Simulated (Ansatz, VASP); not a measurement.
Re: VASP beside Ansatz

```
CELL_PARAMETERS angstrom
-1.57533 1.57533 1.57533
1.57533 -1.57533 1.57533
1.57533 1.57533 -1.57533
ATOMIC_POSITIONS crystal
Re 0.00000 0.00000 0.00000
```

Alike in both runs: task single point; functional PBE; k mesh 8 × 8 × 8; occupations gaussian, width 0.05 eV; no spin polarisation.

|  | VASP | Ansatz |
| --- | --- | --- |
| version | VASP 6.6.1 | Ansatz 0.2.0 |
| potentials or method | VASP PAW PBE potentials, release 64 (Re) | scalar-relativistic, plane waves, PAW |
| plane-wave cutoff (eV) | 520 | 420 |
| valence electrons in the cell | 7 | 15 |

```csv
,VASP,Ansatz,Ansatz less VASP
gap on the k mesh at the Fermi level (eV),none,none,-
pressure (GPa),-12.4,-11.8,+0.66
```

A gap of «none» marks a metal or a gap that the smearing closes. The two sets of potentials don't hold the same shells in valence.

Spin-orbit coupling is left out, which matters for the levels of Re.
